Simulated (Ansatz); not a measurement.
**Pb in Ansatz: the effect of strain**

Crystal: Pb.

```xyz
1
Lattice="-1.9797 1.9797 1.9005 1.9797 -1.9797 1.9005 1.9797 1.9797 -1.9005" Properties=species:S:1:pos:R:3 pbc="T T T"
Pb    0.0000    0.0000    0.0000
```

This isn't the form of Pb at room conditions, which is fcc.

Alike in all runs:

* Program: Ansatz 0.2.0
* Task: single point
* Functional: PBEsol
* Potentials or basis: Ansatz PAW
* Cutoff: 420 eV (not typed: the program's choice for these potentials)
* k mesh: 8 × 8 × 8
* Occupations: fermi-dirac, width 0.05 eV
* Spin: no spin polarisation
* Kind of strain: uniaxial

```csv
strain,pressure (GPa)
-0.04,0.4
-0.02,-0.6
-0.01,-1.0
0,-1.4
0.01,-1.8
0.02,-2.2
0.04,?
```

**Question.** What does the run with strain 0.04 give?

**Answer.** Pressure -2.9 GPa.

Worked out: A straight line through the other rows of the pressure, of slope -42.9 GPa per unit of strain, extrapolates to -3.1 GPa, against the run's -2.9.

Caveats: the PAW data sets come from PBE, with cores solved anew for the run's functional, which leaves a small shift of forces and pressure.
